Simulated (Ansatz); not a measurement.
The system is MnSi.

```
CELL_PARAMETERS angstrom
3.07218 0.00000 0.00000
0.00000 3.07218 0.00000
0.00000 0.00000 3.07218
ATOMIC_POSITIONS crystal
Mn 0.00000 0.00000 0.00000
Si 0.50000 0.50000 0.50000
```

The cell was built by a generator and needn't be a form met in nature.

| Quantity | Value |
| --- | --- |
| Program | Ansatz 0.2.0 |
| Task | relaxation of cell and atoms |
| Functional | HSE06 |
| Potentials or basis | Ansatz PAW |
| Cutoff | 420 eV (not typed: the program's choice for these potentials) |
| k mesh | 5 × 5 × 5 |
| Occupations | fermi-dirac, width 0.05 eV |
| Spin | collinear spin, ferromagnetic start |
| Starting moments | [4.0, 0.0] μB |

At the start: volume 14.50 Å³/atom.

Problem. Where does the relaxation end?

Solution. It ends after 4 steps and the volume is 15.17 Å³/atom (+4.7 %); space group Pm-3m (No. 221, to 0.05 Å); moment 3.88 μB per cell.

Step by step:
| step | energy change (eV) | largest force (eV/Å) | volume (Å³) |
| --- | --- | --- | --- |
| 1 | 0.0000 | 0.0000 | 29.00 |
| 2 | -0.0181 | 0.0000 | 30.17 |
| 3 | -0.0183 | 0.0000 | 30.35 |
| 4 | -0.0195 | 0.0000 | 30.35 |

Final structure:
```
Mn Si
1.0
     3.11924    0.00000    0.00000
     0.00000    3.11924    0.00000
     0.00000    0.00000    3.11924
Mn Si
1 1
Direct
  0.00000 0.00000 0.00000
  0.50000 0.50000 0.50000
```

Caveat: the k mesh is coarse (spacing up to 0.41 Å⁻¹), so the values aren't converged, least of all with exact exchange; the magnetic or orbital state may not be the lowest; the plane-wave basis is chosen anew once the cell has moved, so the energies of steps on either side of that aren't comparable; the PAW data sets come from PBE, with cores solved anew for the run's functional, which leaves a small shift of forces and pressure.
